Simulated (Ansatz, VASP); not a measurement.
**Si: VASP beside Ansatz**

The input INCAR:

```
SYSTEM = Si
  ALGO = Normal
  EDIFF = 1E-7
  ENCUT = 520
  ISIF = 2
  ISMEAR = 0
  LASPH = .True.
  LCHARG = .False.
  LREAL = .False.
  LWAVE = .False.
  NBANDS = 8
  NELM = 80
  PREC = Accurate
  SIGMA = 0.15
```

Contents of KPOINTS:

```
k-points
0
Gamma
  22 22 22
  0 0 0
```

POSCAR

```
Si
1.0
   -1.5781074821      1.5781074821      1.2807199545
    1.5781074821     -1.5781074821      1.2807199545
    1.5781074821      1.5781074821     -1.2807199545
Si
1
Direct
    0.0000000000      0.0000000000      0.0000000000
```

Input for Ansatz:

```yaml
crystal:
  lattice:
    - [-1.5781074821, 1.5781074821, 1.2807199545]
    - [1.5781074821, -1.5781074821, 1.2807199545]
    - [1.5781074821, 1.5781074821, -1.2807199545]
  atoms:
    - { symbol: Si, position: [0.0, 0.0, 0.0] }
basis:
  ecutwfc: 420
kpoints:
  mp_grid: { grid: [22, 22, 22] }
hamiltonian:
  xc: lda
scf:
  occupations: { method: gaussian, width: 0.15 }
output:
  forces: true
  stress: true
  eigenvalues: true
```

Change from the starting cell: strain -0.030 along x and y, -0.030 along z, atoms carried along.

Alike in both runs: task single point; functional LDA; k mesh 22 × 22 × 22; occupations gaussian, width 0.15 eV; no spin polarisation.

|  | VASP | Ansatz |
| --- | --- | --- |
| version | VASP 6.6.1 | Ansatz 0.2.0 |
| potentials or method | VASP PAW LDA potentials, release 64 (Si) | scalar-relativistic, plane waves, PAW |
| plane-wave cutoff (eV) | 520 | 420 |
| valence electrons in the cell | 4 | 4 |

|  | VASP | Ansatz | Ansatz less VASP |
| --- | --- | --- | --- |
| gap on the k mesh at the Fermi level (eV) | none | none | - |
| pressure (GPa) | 10.9 | 10.8 | -0.12 |
| largest component of the traceless stress (GPa) | 0.03 | 0.07 | +0.043 |

A gap of «none» marks a metal or a gap that the smearing closes.
